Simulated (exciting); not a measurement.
# Au (Fm-3m) in exciting: a series of runs

One crystal, Au, is run at these levels: BLYP+TS; tasks: density of states.

All numbers are computed with exciting (release sodium); they aren't measurements. Logs are shortened: lines on timing, memory, paths and dates and some standing lists are left out, and cuts for length are marked.

**1. The crystal as given**

The structure is cubic, space group Fm-3m (No. 225). The conventional cell has a = 4.070 Å, b = 4.070 Å, c = 4.070 Å, α = 90.00°, β = 90.00°, γ = 90.00°. Au (site symmetry m-3m) has 12 Au at 2.88 Å as nearest neighbours.

**2. Density of states, BLYP+TS**

Contents of run_exciting.py:

```python
import subprocess
import xml.etree.ElementTree as ET
from ase.io import read
from ase.units import Bohr

atoms = read("Au.cif")
rmt = {'Au': 2.3}  # bohr
tasks = """
<groundstate do="fromscratch" ngridk="11 11 11" rgkmax="8" gmaxvr="14" lmaxapw="10" lmaxmat="10" lmaxvr="8" stype="Methfessel-Paxton 1" swidth="0.00367493" nempty="12" ValenceRelativity="iora*" epsengy="1e-05" epspot="1e-05" maxscl="60" outputlevel="high" deband="0.001" beta0="0.05">
  <libxc exchange="XC_GGA_X_B88" correlation="XC_GGA_C_LYP"/>
</groundstate>
<properties>
  <dos nwdos="300" winddos="-0.4 0.4" inttype="tetra" ngrdos="100" nsmdos="2" lmirep="true"/>
  <chargedensityplot>
    <plot3d>
      <box grid="15 15 15">
        <origin coord="0 0 0"/>
        <point coord="1 0 0"/>
        <point coord="0 1 0"/>
        <point coord="0 0 1"/>
      </box>
    </plot3d>
  </chargedensityplot>
  <elfplot>
    <plot3d>
      <box grid="15 15 15">
        <origin coord="0 0 0"/>
        <point coord="1 0 0"/>
        <point coord="0 1 0"/>
        <point coord="0 0 1"/>
      </box>
    </plot3d>
  </elfplot>
  <exccplot>
    <plot3d>
      <box grid="15 15 15">
        <origin coord="0 0 0"/>
        <point coord="1 0 0"/>
        <point coord="0 1 0"/>
        <point coord="0 0 1"/>
      </box>
    </plot3d>
  </exccplot>
  <TSvdW/>
</properties>
"""

root = ET.Element("input")
ET.SubElement(root, "title").text = "Au"
structure = ET.SubElement(root, "structure", speciespath="./", tshift="false")
crystal = ET.SubElement(structure, "crystal", scale="1.0")
for vector in atoms.cell / Bohr:
    ET.SubElement(crystal, "basevect").text = " ".join(f"{x:.12f}" for x in vector)
symbols = atoms.get_chemical_symbols()
for element in dict.fromkeys(symbols):
    species = ET.SubElement(structure, "species", speciesfile=element + ".xml", rmt=str(rmt[element]))
    for symbol, position in zip(symbols, atoms.get_scaled_positions(wrap=False)):
        if symbol == element:
            ET.SubElement(species, "atom", coord=" ".join(f"{x:.12f}" for x in position))
root.extend(ET.fromstring("<tasks>" + tasks + "</tasks>"))
ET.indent(root)
ET.ElementTree(root).write("input.xml")
subprocess.run(["exciting_smp"], check=True)
```

Contents of Au.cif:

```cif
data_Au
_cell_length_a 2.87792460
_cell_length_b 2.87792460
_cell_length_c 2.87792460
_cell_angle_alpha 60.00000000
_cell_angle_beta 60.00000000
_cell_angle_gamma 60.00000000
_space_group_name_H-M_alt 'P1'
_space_group_name_Hall 'P 1'
_space_group_IT_number 1
loop_
_space_group_symop_operation_xyz
'x,y,z'
loop_
_atom_site_label
_atom_site_type_symbol
_atom_site_symmetry_multiplicity
_atom_site_Wyckoff_symbol
_atom_site_fract_x
_atom_site_fract_y
_atom_site_fract_z
_atom_site_occupancy
Au1 Au 1 a 0.0000000000 0.0000000000 0.0000000000 1
```

Potentials or basis: all-electron LAPW+lo, shipped species files, valence relativity iora*.

Started as:

```console
$ OMP_NUM_THREADS=1 python run_exciting.py
```

Output:

```text
================================================================================
EXCITING SODIUM started
[... 10 lines left out ...]

 Lattice vectors (cartesian) :
      5.4384893048      0.0000000000      0.0000000000
      2.7192446524      4.7098698962      0.0000000000
      2.7192446524      1.5699566321      4.4405079228

 Reciprocal lattice vectors (cartesian) :
      1.1553181325     -0.6670232348     -0.4716566525
      0.0000000000      1.3340464696     -0.4716566525
      0.0000000000      0.0000000000      1.4149699576

 Unit cell volume                           :     113.7417323622
 Brillouin zone volume                      :       2.1808197246

 Species :    1 (Au)
     parameters loaded from                 :    Au.xml
     name                                   :    gold
     nuclear charge                         :     -79.00000000
     electronic charge                      :      79.00000000
     atomic mass                            :  359048.05590000
     muffin-tin radius                      :       2.30000000
     # of radial points in muffin-tin       :     450

     atomic positions (lattice) :
       1 :   0.00000000  0.00000000  0.00000000

 Total number of atoms per unit cell        :       1

 Spin treatment                             :    spin-unpolarised

 Number of Bravais lattice symmetries       :      48
 Number of crystal symmetries               :      48

 k-point grid                               :      11   11   11
 Total number of k-points                   :      56
 k-point set is reduced with crystal symmetries

[... 24 lines left out ...]

 Maximum Hamiltonian size                   :     115
 Maximum number of plane-waves              :      89
 Total number of local-orbitals             :      26

 Exchange-correlation type                  :     100
     libxc; exchange: Becke 88; correlation: Lee, Yang & Parr (see libxc for references)

 Smearing scheme                            :    Methfessel-Paxton order 1, Phys. Rev. B 40, 3616 (1989)
 Smearing width                             :       0.00367493

 Using multisecant Broyden potential mixing
[... 6 lines left out ...]
* Groundstate module started                                                   *
********************************************************************************
 Output level for this task is set to high

++++++++++++++++++++++++++++++++++++++++++++++++++++++++++++++++++++++++++++++++
[... 5 lines left out ...]
+ SCF iteration number :    1                                                  +
++++++++++++++++++++++++++++++++++++++++++++++++++++++++++++++++++++++++++++++++
 Total energy                               :    -19032.33192083
 _______________________________________________________________
 Fermi energy                               :         0.47148068
 Kinetic energy                             :     21902.31660264
 Coulomb energy                             :    -40568.34035653
 Exchange energy                            :      -361.97237411
 Correlation energy                         :        -4.33579283
 Sum of eigenvalues                         :    -11701.70592847
 Effective potential energy                 :    -33604.02253112
 Coulomb potential energy                   :    -33125.72388556
 xc potential energy                        :      -478.29864555
 Hartree energy                             :      5926.03568052
 Electron-nuclear energy                    :    -44977.79524661
[... 336 lines left out ...]
 RMS change in effective potential (target) :  0.113538E-02  ( 0.100000E-04)
 Absolute change in total energy   (target) :  0.159995      ( 0.100000E-04)
 Charge distance                   (target) :  0.259583E-04  ( 0.100000E-04)

++++++++++++++++++++++++++++++++++++++++++++++++++++++++++++++++++++++++++++++++
[... 15 further cycles ...]
+ SCF iteration number :   26                                                  +
++++++++++++++++++++++++++++++++++++++++++++++++++++++++++++++++++++++++++++++++
 Total energy                               :    -19049.17339075
 _______________________________________________________________
 Fermi energy                               :         0.42087730
 Kinetic energy                             :     21889.76283899
 Coulomb energy                             :    -40572.37255749
 Exchange energy                            :      -362.22573070
 Correlation energy                         :        -4.33794156
 Sum of eigenvalues                         :    -11709.08812975
 Effective potential energy                 :    -33598.85096874
 Coulomb potential energy                   :    -33120.21703681
 xc potential energy                        :      -478.63393193
 Hartree energy                             :      5935.57473023
 Electron-nuclear energy                    :    -44991.36649728
 Nuclear-nuclear energy                     :     -1516.58079044
 Madelung energy                            :    -24012.26403908
[... 338 lines left out ...]
 RMS change in effective potential (target) :  0.162046E-08  ( 0.100000E-04)
 Absolute change in total energy   (target) :  0.745807E-06  ( 0.100000E-04)
 Charge distance                   (target) :  0.178192E-09  ( 0.100000E-04)

++++++++++++++++++++++++++++++++++++++++++++++++++++++++++++++++++++++++++++++++
| Convergency criteria checked for the last 2 iterations                       +
| Convergence targets achieved. Performing final SCF iteration                 +
++++++++++++++++++++++++++++++++++++++++++++++++++++++++++++++++++++++++++++++++
 Total energy                               :    -19048.90518637
 _______________________________________________________________
 Fermi energy                               :         0.42088444
 Kinetic energy                             :     21889.82864298
 Coulomb energy                             :    -40572.17747793
 Exchange energy                            :      -362.21843272
 Correlation energy                         :        -4.33791869
 Sum of eigenvalues                         :    -11709.06801779
 Effective potential energy                 :    -33598.89666077
 Coulomb potential energy                   :    -33120.27243928
 xc potential energy                        :      -478.62422149
 Hartree energy                             :      5935.32424821
 Electron-nuclear energy                    :    -44990.92093570
 Nuclear-nuclear energy                     :     -1516.58079044
 Madelung energy                            :    -24012.04125829
 Core-electron kinetic energy               :         0.00000000

 DOS at Fermi energy (states/Ha/cell)       :         2.80322438

 Electron charges :
     core                                   :        48.00000000
     core leakage                           :         0.00145208
     valence                                :        31.00000000
     interstitial                           :         2.17752355
     charge in muffin-tin spheres :
                  atom     1    Au          :        76.82247645
     total charge in muffin-tins            :        76.82247645
     total charge                           :        79.00000000

++++++++++++++++++++++++++++++++++++++++++++++++++++++++++++++++++++++++++++++++
[... 9 lines left out ...]
| EXCITING SODIUM stopped                                                      =
================================================================================
```

input.xml:

```text
<input>
  <title>Au</title>
  <structure speciespath="./" tshift="false">
    <crystal scale="1.0">
      <basevect>5.438489304809 0.000000000000 0.000000000000</basevect>
      <basevect>2.719244652404 4.709869896174 0.000000000000</basevect>
      <basevect>2.719244652404 1.569956632058 4.440507922788</basevect>
    </crystal>
    <species speciesfile="Au.xml" rmt="2.3">
      <atom coord="0.000000000000 0.000000000000 0.000000000000" />
    </species>
  </structure>
  <groundstate do="fromscratch" ngridk="11 11 11" rgkmax="8" gmaxvr="14" lmaxapw="10" lmaxmat="10" lmaxvr="8" stype="Methfessel-Paxton 1" swidth="0.00367493" nempty="12" ValenceRelativity="iora*" epsengy="1e-05" epspot="1e-05" maxscl="60" outputlevel="high" deband="0.001" beta0="0.05">
    <libxc exchange="XC_GGA_X_B88" correlation="XC_GGA_C_LYP" />
  </groundstate>
  <properties>
    <dos nwdos="300" winddos="-0.4 0.4" inttype="tetra" ngrdos="100" nsmdos="2" lmirep="true" />
    <chargedensityplot>
      <plot3d>
        <box grid="15 15 15">
          <origin coord="0 0 0" />
          <point coord="1 0 0" />
          <point coord="0 1 0" />
          <point coord="0 0 1" />
        </box>
      </plot3d>
    </chargedensityplot>
    <elfplot>
      <plot3d>
        <box grid="15 15 15">
          <origin coord="0 0 0" />
          <point coord="1 0 0" />
          <point coord="0 1 0" />
          <point coord="0 0 1" />
        </box>
      </plot3d>
    </elfplot>
    <exccplot>
      <plot3d>
        <box grid="15 15 15">
          <origin coord="0 0 0" />
          <point coord="1 0 0" />
          <point coord="0 1 0" />
          <point coord="0 0 1" />
        </box>
      </plot3d>
    </exccplot>
    <TSvdW />
  </properties>
</input>
```

stdout:

```text
Info(rhoplot):
 3D density plot written to RHO3D.xml

Info(potplot):
 3D Coulomb potential plot written to VCL3D.xml
 3D exchange-correlation potential plot written to VXC3D.xml

Info(elfplot): 3D ELF plot written to ELF3D.xml

Info(dos):

   Total density of states written to TDOS.OUT

   Partial density of states written to PDOS_Sss_Aaaaa.OUT
   for all species and atoms

   Eigenvalues of a random matrix in the (l, m) basis symmetrised
   with the site symmetries written to ELMIREP.OUT for all
   species and atoms. Degenerate eigenvalues correspond to
   irreducible representations of each site symmetry group

   Interstitial density of states written to IDOS.OUT

   Fermi energy is at zero in plot

   DOS units are states/Hartree/unit cell
```

Run time: 2.2 min. Hardware: 1 thread of Arm Neoverse V1, shared host; peak memory 0.1 GiB.

What came out:

```yaml
Band_gap_on_the_k_mesh: none (metal or under the smearing width)
All_electrons_inside_the_program's_atomic_spheres: Au 76.82 (radii Au 2.3 bohr)
Dispersion_energy_per_atom: -0.389 eV
Density_of_states_at_the_Fermi_level: 0.10 states/eV per cell
```

Levels at points of the mesh, in eV from the Fermi level:
| k point | band 12 | band 13 | band 14 | band 15 | band 16 | band 17 | band 18 | band 19 | band 20 | band 21 |
| --- | --- | --- | --- | --- | --- | --- | --- | --- | --- | --- |
| (0.00, 0.00, 0.00) | -5.00 | -5.00 | -5.00 | -3.47 | -3.47 | 14.60 | 18.46 | 18.46 | 18.46 | 23.95 |

States per cell in windows of 1 eV (zero at the Fermi level; states under -8 eV left out):
| from (eV) | total | Au1 d | Au1 s | Au1 p | Au1 f |
| --- | --- | --- | --- | --- | --- |
| -8.0 | 0.67 | 0.27 | 0.12 | 0.01 | 0.00 |
| -7.0 | 1.67 | 1.09 | 0.08 | 0.03 | 0.00 |
| -6.0 | 1.70 | 1.28 | 0.01 | 0.03 | 0.00 |
| -5.0 | 2.32 | 1.81 | 0.03 | 0.05 | 0.00 |
| -4.0 | 1.88 | 1.59 | 0.01 | 0.03 | 0.00 |
| -3.0 | 1.97 | 1.79 | 0.01 | 0.01 | 0.00 |
| -2.0 | 0.29 | 0.20 | 0.02 | 0.01 | 0.00 |
| -1.0 | 0.27 | 0.14 | 0.03 | 0.03 | 0.00 |
| 0.0 | 0.28 | 0.11 | 0.04 | 0.03 | 0.00 |
| 1.0 | 0.26 | 0.08 | 0.04 | 0.03 | 0.00 |
| 2.0 | 0.29 | 0.08 | 0.07 | 0.03 | 0.00 |
| 3.0 | 0.32 | 0.07 | 0.10 | 0.03 | 0.00 |
| 4.0 | 0.29 | 0.06 | 0.06 | 0.05 | 0.00 |
| 5.0 | 0.36 | 0.06 | 0.08 | 0.06 | 0.01 |
| 6.0 | 0.27 | 0.04 | 0.06 | 0.05 | 0.01 |
| 7.0 | 0.32 | 0.05 | 0.05 | 0.07 | 0.01 |

Caveat: the dispersion energy is computed afterwards and isn't part of the total energy; the tetrahedron DOS on this energy grid can lose part of the weight of narrow d or f bands. Spin-orbit coupling is left out, which matters for the levels of Au.

**3. Density of states, BLYP+TS, collinear spin, ferromagnetic start**

Contents of input.xml:

```xml
<input>
  <title>Au</title>
  <structure speciespath="./" tshift="false">
    <crystal scale="1.88972612463">
      <basevect>0.000000000000 2.035000000000 2.035000000000</basevect>
      <basevect>2.035000000000 0.000000000000 2.035000000000</basevect>
      <basevect>2.035000000000 2.035000000000 0.000000000000</basevect>
    </crystal>
    <species speciesfile="Au.xml" rmt="2.3">
      <atom coord="0.000000000000 0.000000000000 0.000000000000" bfcmt="0 0 -8"/>
    </species>
  </structure>
  <groundstate do="fromscratch" ngridk="11 11 11" rgkmax="8" gmaxvr="14" lmaxapw="10" lmaxmat="10" lmaxvr="8" stype="Fermi Dirac" swidth="0.00367493" nempty="20" ValenceRelativity="iora*" epsengy="1e-05" epspot="1e-05" maxscl="90" outputlevel="normal">
    <libxc exchange="XC_GGA_X_B88" correlation="XC_GGA_C_LYP"/>
    <spin reducebf="0.5"/>
  </groundstate>
  <properties>
    <dos nwdos="200" winddos="-0.8 0.6" inttype="tetra" ngrdos="100" nsmdos="2" lmirep="true"/>
    <TSvdW/>
  </properties>
</input>
```

Potentials or basis: all-electron LAPW+lo, shipped species files, valence relativity iora*.

Started as:

```console
$ OMP_NUM_THREADS=1 exciting_smp
```

Wall time 2.2 min (1 thread of Arm Neoverse V1, shared host); peak memory 0.1 GiB.

Results (log left out):

* Band gap on the k mesh: none (metal or under the smearing width)
* Net moment: 0.00 μB per cell
* All electrons inside the program's atomic spheres: Au 76.82 (radii Au 2.3 bohr)
* Dispersion energy per atom: -0.389 eV
* Density of states at the Fermi level: 0.16 states/eV per cell

Levels at points of the mesh, in eV from the Fermi level:
Spin up:
| k point | band 13 | band 14 | band 15 | band 16 | band 17 | band 18 | band 19 | band 20 |
| --- | --- | --- | --- | --- | --- | --- | --- | --- |
| (0.00, 0.00, 0.00) | -4.92 | -4.92 | -3.39 | -3.39 | 14.68 | 18.53 | 18.53 | 18.53 |
Spin down:
| k point | band 14 | band 15 | band 16 | band 17 | band 18 | band 19 |
| --- | --- | --- | --- | --- | --- | --- |
| (0.00, 0.00, 0.00) | -4.92 | -3.39 | -3.39 | 14.68 | 18.53 | 18.53 |

States per cell in windows of 1 eV (zero at the Fermi level; states under -8 eV left out):
| from (eV) | up | down | Au1 d | Au1 d down | Au1 s | Au1 s down | Au1 p | Au1 p down |
| --- | --- | --- | --- | --- | --- | --- | --- | --- |
| -8.0 | 0.35 | 0.35 | 0.14 | 0.14 | 0.06 | 0.06 | 0.01 | 0.01 |
| -7.0 | 0.77 | 0.77 | 0.50 | 0.50 | 0.04 | 0.04 | 0.01 | 0.01 |
| -6.0 | 0.85 | 0.85 | 0.63 | 0.63 | 0.01 | 0.01 | 0.02 | 0.02 |
| -5.0 | 1.09 | 1.09 | 0.85 | 0.85 | 0.01 | 0.01 | 0.02 | 0.02 |
| -4.0 | 1.05 | 1.05 | 0.88 | 0.88 | 0.01 | 0.01 | 0.02 | 0.02 |
| -3.0 | 0.91 | 0.91 | 0.83 | 0.83 | 0.01 | 0.01 | 0.01 | 0.01 |
| -2.0 | 0.22 | 0.22 | 0.18 | 0.18 | 0.01 | 0.01 | 0.01 | 0.01 |
| -1.0 | 0.13 | 0.13 | 0.07 | 0.07 | 0.01 | 0.01 | 0.01 | 0.01 |
| 0.0 | 0.13 | 0.13 | 0.05 | 0.05 | 0.02 | 0.02 | 0.02 | 0.02 |
| 1.0 | 0.16 | 0.16 | 0.05 | 0.05 | 0.03 | 0.03 | 0.02 | 0.02 |
| 2.0 | 0.13 | 0.13 | 0.04 | 0.04 | 0.03 | 0.03 | 0.01 | 0.01 |
| 3.0 | 0.15 | 0.15 | 0.03 | 0.03 | 0.05 | 0.05 | 0.01 | 0.01 |
| 4.0 | 0.13 | 0.13 | 0.03 | 0.03 | 0.03 | 0.03 | 0.02 | 0.02 |
| 5.0 | 0.21 | 0.21 | 0.03 | 0.03 | 0.05 | 0.05 | 0.04 | 0.04 |
| 6.0 | 0.13 | 0.13 | 0.02 | 0.02 | 0.03 | 0.03 | 0.02 | 0.02 |
| 7.0 | 0.15 | 0.15 | 0.02 | 0.02 | 0.03 | 0.03 | 0.03 | 0.03 |

Caveat: the dispersion energy is computed afterwards and isn't part of the total energy; the tetrahedron DOS on this energy grid can lose part of the weight of narrow d or f bands. Spin-orbit coupling is left out, which matters for the levels of Au.
